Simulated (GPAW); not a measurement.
Here is a GPAW 26.7.0 calculation.

run.py

```python
from ase import Atoms
from ase.calculators.mixing import SumCalculator
from ase.filters import FrechetCellFilter
from ase.io import write
from ase.optimize import BFGS
from dftd4.ase import DFTD4
from gpaw import GPAW, PW, setup_paths

setup_paths.insert(0, '.')

atoms = Atoms(['F', 'Li'],
              cell=[[0.0, 2.014, 2.014],
                    [2.014, 0.0, 2.014],
                    [2.014, 2.014, 0.0]],
              scaled_positions=[[0.5, 0.5, 0.5],
                                [0.0, 0.0, 0.0]],
              pbc=True)

calc = GPAW(mode=PW(800),
            xc='PBEsol',
            kpts={'size': (11, 11, 11), 'gamma': True},
            occupations={'name': 'fermi-dirac', 'width': 0.05},
            nbands=11,
            convergence={'density': 1e-05, 'forces': 0.0001},
            maxiter=150,
            txt='gpaw.txt')
atoms.calc = SumCalculator([calc, DFTD4(method='pbesol')])
opt = BFGS(FrechetCellFilter(atoms), trajectory='relax.traj', logfile='-')
done = opt.run(fmax=0.02, steps=60)
calc.write('gs.gpw')
write('result.traj', atoms)
print('Converged:', done)
print('Cell:', atoms.cell.cellpar().round(4))
print('Volume:', round(atoms.get_volume(), 4))
print(atoms.get_scaled_positions().round(5))
```

Potentials or basis: PAW data sets generated in the run's folder for this functional, pw.

Run with:

```console
$ gpaw-setup -f PBEsol F Li
$ OMP_NUM_THREADS=1 python run.py
```

Problem. Predict the band gap on the k mesh.

Solution. 9.29 eV, direct.

Problem. Estimate the dispersion energy per atom.

Solution. -0.037 eV.

Problem. What does it give for the relaxed cell?

Solution. a = 2.806 Å, b = 2.806 Å, c = 2.806 Å, α = 60.00°, β = 60.00°, γ = 60.00°.

The path:
| step | energy change (eV) | largest force (eV/Å) | pressure (GPa) | volume (Å³) |
| --- | --- | --- | --- | --- |
| 1 | 0.0000 | 0.0000 | -3.19 | 16.34 |
| 2 | -0.0003 | 0.0000 | -2.95 | 16.28 |
| 3 | 0.0017 | 0.0000 | 0.15 | 15.61 |

Caveat: the data sets keep Ga 3d, Li 1s and Be 1s frozen, and some such compounds lay over 1.5 % in volume off other programs; later steps reuse the first step's grids; an odd mesh through Γ misses points on the zone boundary, where band edges often lie. A hybrid or GW would open this gap; PBEsol tends to underestimate it.
